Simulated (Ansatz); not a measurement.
# CdTe: how the settings move a calculation

Aim: see which settings change the result for CdTe, by how much, and at what cost.

Computed with Ansatz 0.2.0 (reference: DFT PBE, scalar-relativistic, plane waves, PAW, unless a step's input says otherwise).

5 further runs of the same task are left out: 1 that didn't finish, 4 set aside as unsound or not needed.

## 1. The system as given

The structure is cubic, space group F-43m (No. 216). The conventional cell has a = 6.620 Å, b = 6.620 Å, c = 6.620 Å, α = 90.00°, β = 90.00°, γ = 90.00°. Cd (site symmetry -43m) is surrounded by 4 Te at 2.87 Å. Around Te (site symmetry -43m) lie 4 Cd at 2.87 Å.

As a file:

```cif
data_structure
_symmetry_space_group_name_H-M 'P 1'
_symmetry_Int_Tables_number 1
_cell_length_a 4.6811
_cell_length_b 4.6811
_cell_length_c 4.6811
_cell_angle_alpha 60.000
_cell_angle_beta 60.000
_cell_angle_gamma 60.000
_cell_volume 72.53
loop_
_atom_site_label
_atom_site_type_symbol
_atom_site_fract_x
_atom_site_fract_y
_atom_site_fract_z
_atom_site_occupancy
Cd1 Cd 0.00000 0.00000 0.00000 1
Te1 Te 0.25000 0.25000 0.25000 1
```

## 2. The reference run

Input file input.yaml:

```yaml
crystal:
  lattice:
    - [0.0, 3.3100202335, 3.3100202335]
    - [3.3100202335, 0.0, 3.3100202335]
    - [3.3100202335, 3.3100202335, 0.0]
  atoms:
    - { symbol: Cd, position: [0.0, 0.0, 0.0] }
    - { symbol: Te, position: [0.25, 0.25, 0.25] }
basis:
  ecutwfc: 420
kpoints:
  mp_grid: { grid: [8, 8, 8] }
hamiltonian:
  xc: pbe
scf:
  occupations: { method: gaussian, width: 0.02 }
output:
  forces: true
  stress: true
  eigenvalues: true
  write_density: true
  write_potential: true
  elf: true
  volumetric_format: npy
relax:
  adjacent_minimum: "off"
  f_tol: 0.005
  max_steps: 80
  cell: { stress_tol: 0.05 }
```

Command:

```console
> ansatz run input.yaml --threads 8 --pin off --max-ram 16384MiB --backend cpu --events-out ev --progress --plain --runs-dir out
```

## 3. Variant: xc_grid 1, xc lda, spin_polarized true, ecutwfc left out

Input file input.yaml:

```yaml
crystal:
  lattice:
    - [0.0, 3.3100202335, 3.3100202335]
    - [3.3100202335, 0.0, 3.3100202335]
    - [3.3100202335, 3.3100202335, 0.0]
  atoms:
    - { symbol: Cd, position: [0.0, 0.0, 0.0] }
    - { symbol: Te, position: [0.25, 0.25, 0.25] }
basis:
  xc_grid: 1
kpoints:
  mp_grid: { grid: [8, 8, 8] }
hamiltonian:
  xc: lda
scf:
  occupations: { method: gaussian, width: 0.02 }
output:
  forces: true
  eigenvalues: true
  stress: true
magnetization:
  spin_polarized: true
```

What does the calculation give? Wanted: for each run, ending; energy change; pressure; gap; force.

The runs gave:

```
                                                        run     ending   energy change  pressure (GPa)  gap (eV)  force (eV/Å)  cycles   time
                                                  reference  converged               -             0.0      0.58          0.00       -  2.2 s
1: xc_grid 1, xc lda, spin_polarized true, ecutwfc left out  converged  not comparable            -3.6      0.33          0.00       9  1.5 s
```

Times don't compare one to one where runs were asked for different outputs or read a saved state (see the inputs); cycles may leave out searches for a lower state.

**Reading.** A change of functional puts the total energy on another scale; the pressure goes from 0.0 to -3.6 GPa and the gap on the mesh goes from 0.58 to 0.33 eV. The numerical grids and spin polarisation changed too. The gap of the reference lacks spin-orbit coupling, though the cell holds Te.

The gaps are Kohn-Sham values of a semilocal functional, not quasiparticle or optical gaps. Such gaps usually fall short of the measured ones; spin-orbit coupling, left out here, narrows gaps with Te, so the two errors partly cancel.
